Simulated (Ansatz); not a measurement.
# Li: response to strain

Aim: deform Li (equal xx and yy strain of -3 %) and compute stress, forces and field gradients with LAPW, PAW and all-electron datasets made for the crystal.

Method: DFT PBE, scalar-relativistic, in Ansatz 0.2.0.

## (1) The starting structure

It takes space group R-3m (No. 166, trigonal). Conventional cell: a = 3.101 Å, b = 3.101 Å, c = 22.765 Å, α = 90.00°, β = 90.00°, γ = 120.00°. Around Li (site symmetry -3m) lie 12 Li at 3.10 Å. Around Li (site symmetry 3m) lie 12 Li at 3.09 to 3.10 Å.

Coordinates:

```
CELL_PARAMETERS angstrom
1.55050 0.89518 7.58830
-1.55050 0.89518 7.58830
0.00000 -1.79036 7.58830
ATOMIC_POSITIONS crystal
Li 0.00000 0.00000 0.00000
Li 0.22200 0.22200 0.22200
Li 0.77800 0.77800 0.77800
```

Atoms are numbered in the order of the input: Li1, Li2, Li3.

## (2) After the deformation

Space group R-3m before, R-3m after.

## (3) All-electron LAPW

input.yaml

```yaml
crystal:
  lattice:
    - [1.5039839967, 0.8683255653, 7.5883]
    - [-1.5039839967, 0.8683255653, 7.5883]
    - [0.0, -1.7366511308, 7.5883]
  atoms:
    - { symbol: Li, position: [0.0, 0.0, 0.0] }
    - { symbol: Li, position: [0.222, 0.222, 0.222] }
    - { symbol: Li, position: [0.778, 0.778, 0.778] }
kpoints:
  mp_grid: { grid: [12, 12, 12] }
  band_path:
    path:
      - [0.0, 0.0, 0.0]
      - [0.5, 0.5, 0.5]
      - [0.8246039225, 0.1753960775, 0.5]
      - [0.5, -0.1753960775, 0.1753960775]
      - [0.5, 0.0, 0.0]
      - [0.0, 0.0, 0.0]
      - [0.3376980387, -0.3376980387, 0.0]
      - [0.6623019613, 0.0, 0.3376980387]
      - [0.5, 0.0, 0.5]
    npoints: 5
scf:
  occupations: { method: fermi_dirac, width: 0.05 }
hamiltonian:
  xc: pbe
  pseudopotentials: { kind: all_electron, lapw: { basis_error: 0.001 } }
output:
  forces: true
  stress: true
  eigenvalues: true
```

On the command line:

```
$ ansatz run input.yaml --threads 1 --pin off --max-ram 6144MiB --backend cpu --events-out ev --progress --plain --runs-dir out
```

## (4) PAW on the default files

input.yaml

```yaml
crystal:
  lattice:
    - [1.5039839967, 0.8683255653, 7.5883]
    - [-1.5039839967, 0.8683255653, 7.5883]
    - [0.0, -1.7366511308, 7.5883]
  atoms:
    - { symbol: Li, position: [0.0, 0.0, 0.0] }
    - { symbol: Li, position: [0.222, 0.222, 0.222] }
    - { symbol: Li, position: [0.778, 0.778, 0.778] }
kpoints:
  mp_grid: { grid: [12, 12, 12] }
scf:
  occupations: { method: fermi_dirac, width: 0.05 }
hamiltonian:
  xc: pbe
  pseudopotentials: { kind: paw }
output:
  forces: true
  stress: true
  eigenvalues: true
  efg: { contact_densities: true }
```

## (5) All-electron PAW on datasets made for the crystal

input.yaml, as its differences from that of step 4:

```diff
@@ -15,3 +15,3 @@
   xc: pbe
-  pseudopotentials: { kind: paw }
+  pseudopotentials: { kind: all_electron, datasets: crystal }
 output:
```

(Steps that only read results are left out.)

Q: Predict the outcome of this session. Wanted: pressure; largest shear or deviatoric stress.

As calculated:

```
                                 quantity                                           value
                                 pressure  LAPW 0.29, PAW 0.28, crystal datasets 0.29 GPa
largest shear or deviatoric stress (LAPW)                                        0.66 GPa
```

In words: The largest part of the stress beyond the pressure is 0.66 GPa in size, in the zz component; the atoms are carried along and not relaxed. No run of the undeformed cell stands beside it, so the pressure holds what the given cell had before the change. PAW: stress within 0.01 GPa of LAPW. Crystal datasets: stress within 0.01 GPa of LAPW.
